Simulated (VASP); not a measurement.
Here is a VASP 6.6.1 calculation.

The input POSCAR:

```
MgS                                     
1.0
    0.0000000000      2.6116204705      2.6116204705
    2.6116204705      0.0000000000      2.6116204705
    2.6116204705      2.6116204705     -0.0000000000
  Mg              S             
     1     1
Direct
     0.0000000000000000    0.0000000000000000    0.0000000000000000
     0.5000000000000000    0.5000000000000000    0.5000000000000000
```

Contents of INCAR.step1:

```
PREC     = Accurate       # precision mode
ENCUT    = 520            # plane-wave cutoff, eV
EDIFF    = 1E-5           # SCF threshold, eV
ISMEAR   = 0              # smearing method
SIGMA    = 0.02           # smearing width, eV
LREAL    = F              # projectors in reciprocal space
LASPH    = T              # aspherical terms in the spheres
NELM     = 80             # most SCF steps
ALGO     = Normal         # electronic algorithm
ISIF     = 2              # what is computed and relaxed
LWAVE    = T              # write WAVECAR
GGA      = PE             # functional
KPAR     = 4
```

INCAR.step2

```
PREC     = Accurate       # precision mode
ENCUT    = 520            # plane-wave cutoff, eV
EDIFF    = 1E-6           # SCF threshold, eV
ISMEAR   = 0              # smearing method
SIGMA    = 0.02           # smearing width, eV
LREAL    = F              # projectors in reciprocal space
LASPH    = T              # aspherical terms in the spheres
NELM     = 80             # most SCF steps
ALGO     = Normal         # electronic algorithm
ISIF     = 2              # what is computed and relaxed
LWAVE    = F              # write WAVECAR
LCHARG   = T              # write CHGCAR
GGA      = PE             # functional
LHFCALC  = T              # exact exchange
AEXX     = 0.25           # exact-exchange fraction
PRECFOCK = Fast         
LVHAR    = T            
ISTART   = 1            
KPAR     = 4
```

KPOINTS

```
Automatic mesh
0
Gamma
  6 6 6
```

Potentials or basis: VASP PAW PBE potentials, release 64 (Mg, S).

Launch:

```bash
$ cat potpaw_PBE.64/Mg/POTCAR potpaw_PBE.64/S/POTCAR > POTCAR
$ cp INCAR.step1 INCAR
$ mpirun -np 4 vasp_std > vasp.out
$ cp INCAR.step2 INCAR
$ mpirun -np 4 vasp_std > vasp.out
```

(1) Estimate the pressure.

(2) What does it give for the band gap on the k mesh?

Results:

(1) -1.6 GPa.

(2) 4.46 eV, indirect (least direct gap 5.41 eV).

Caveat: the PAW data sets were made with another functional, which shifts forces and pressure a little.
